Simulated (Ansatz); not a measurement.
# Deforming Se

```yaml
crystal:
  lattice:
    - [5.68100, 3.27993, 1.47633]
    - [-5.68100, 3.27993, 1.47633]
    - [0.00000, -6.55985, 1.47633]
  atoms:
    - { symbol: Se, position: [0.28066, 0.16251, 0.91818] }
    - { symbol: Se, position: [0.91818, 0.28066, 0.16251] }
    - { symbol: Se, position: [0.16251, 0.91818, 0.28066] }
    - { symbol: Se, position: [0.71934, 0.83749, 0.08182] }
    - { symbol: Se, position: [0.08182, 0.71934, 0.83749] }
    - { symbol: Se, position: [0.83749, 0.08182, 0.71934] }
```

Atom numbers follow the list: Se1, Se2, Se3, Se4, Se5, Se6.

The cell is COD entry 9013138, as deposited and not checked against the literature; nothing was relaxed.

These are results of DFT, PBE, all-electron LAPW, scalar-relativistic (Ansatz 0.2.0), not measurements.

The runs use a Γ-centred 6×6×6 k mesh, Fermi–Dirac smearing of 0.01 eV, basis error target 1 meV/atom, no spin polarisation.

The unchanged cell is at 2.68 GPa.

Semilocal functionals give too small gaps.

x, y and z are the Cartesian axes of the cell as listed; fractional coordinates follow a strain, and an engineering shear is twice the off-diagonal strain component.

Task: With this change (equal xy, yz and zx engineering shear strains of -3 %), what becomes of the energy and stress and forces and gap?

Result: Energy change +8 meV/atom; stress change (xx, yy, zz, yz, xz, xy) 1.14, -0.81, 0.09, 0.51, 1.39, 1.09 GPa, compression positive; change of the force on Se1 (0.529, 0.012, 0.094) eV/Å; gap on the k mesh 1.21 → 1.06 eV.

Task: With this change (equal xy, yz and zx engineering shear strains of -1 %), what becomes of the energy and stress and forces and gap?

Result: Energy change under 1 meV/atom; stress change (xx, yy, zz, yz, xz, xy) 0.33, -0.29, 0.01, 0.16, 0.46, 0.37 GPa, compression positive; change of the force on Se1 (0.171, 0.002, 0.027) eV/Å; gap on the k mesh 1.21 → 1.16 eV.

Task: With this change (equal xy, yz and zx engineering shear strains of +2 %), what becomes of the energy and stress and forces and gap?

Result: Energy change +3 meV/atom; stress change (xx, yy, zz, yz, xz, xy) -0.51, 0.65, 0.04, -0.29, -0.91, -0.74 GPa, compression positive; change of the force on Se1 (-0.327, 0.007, -0.040) eV/Å; gap on the k mesh 1.21 → 1.13 eV.

With equal xy, yz and zx engineering shear strains of -2 %: energy change +4 meV/atom; stress change (xx, yy, zz, yz, xz, xy) 0.71, -0.56, 0.04, 0.33, 0.92, 0.73 GPa, compression positive; change of the force on Se1 (0.347, 0.006, 0.058) eV/Å; gap on the k mesh 1.21 → 1.11 eV.

Task: With this change (equal xy, yz and zx engineering shear strains of +1 %), what becomes of the energy and stress and forces and gap?

Result: Energy change under 1 meV/atom; stress change (xx, yy, zz, yz, xz, xy) -0.28, 0.31, 0.01, -0.15, -0.46, -0.37 GPa, compression positive; change of the force on Se1 (-0.166, 0.002, -0.022) eV/Å; gap on the k mesh 1.21 → 1.17 eV.

Task: With this change (equal xy, yz and zx engineering shear strains of +3 %), what becomes of the energy and stress and forces and gap?

Result: Energy change +8 meV/atom; stress change (xx, yy, zz, yz, xz, xy) -0.70, 1.01, 0.08, -0.41, -1.36, -1.11 GPa, compression positive; change of the force on Se1 (-0.484, 0.015, -0.053) eV/Å; gap on the k mesh 1.21 → 1.08 eV.
